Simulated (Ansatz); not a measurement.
Runs of Ansatz 0.2.0 on Si2W. It takes space group P6_222 (No. 180, hexagonal). The conventional cell has a = 4.617 Å, b = 4.617 Å, c = 6.653 Å, α = 90.00°, β = 90.00°, γ = 120.00°. Around W (site symmetry 222) lie 10 Si at 2.59 to 2.69 Å. Si (site symmetry 2) has 5 Si at 2.57 to 2.69 Å and 5 W at 2.59 to 2.69 Å as nearest neighbours. Measurements of this composition are mostly on another form, of space group No. 139.

| level | U | hubbard projectors | double counting | gap on the mesh (eV) | pressure (GPa) | largest force (eV/Å) |
| --- | --- | --- | --- | --- | --- | --- |
| LDA+U | W d U = 6 eV | ortho-atomic (the default) | fll (the default) | 0.95 | -10.3 | 0.01 |
| LDA+U | W d U = 4 eV | ortho-atomic (the default) | fll (the default) | 0.72 | -10.1 | (d) |
| LDA+U | W d U = 3 eV | ortho-atomic (the default) | fll (the default) | (a) | -9.9 | (c) |
| LDA+U | W d U = 5 eV | ortho-atomic (the default) | fll (the default) | 0.83 | -10.2 | 0.03 |
| LDA | - | - | - | 0.40 | -9.3 | (b) |

Alike in all rows: task single point; potentials or basis Ansatz PAW; no spin polarisation; cell as given; k mesh 5 × 5 × 3; cutoff (eV) 420; smearing fermi-dirac 0.05 eV.

Task: Estimate the missing entries.

Result: (a) 0.62; (b) 0.07; (c) 0.05; (d) 0.04.

Caveats: odd divisions of the mesh miss points on the zone boundary, where band edges often lie, so the gap on the mesh can be too wide; spin-orbit coupling is left out, which moves the levels of the heavy elements; the PAW data sets come from PBE, with cores solved anew for the run's functional, which leaves a small shift of forces and pressure; the U is typed as a test and isn't derived for this compound (some runs).

A k mesh can miss the band edges, and the runs leave out spin-orbit coupling on W.

Runs at the PBE level aren't shown here.
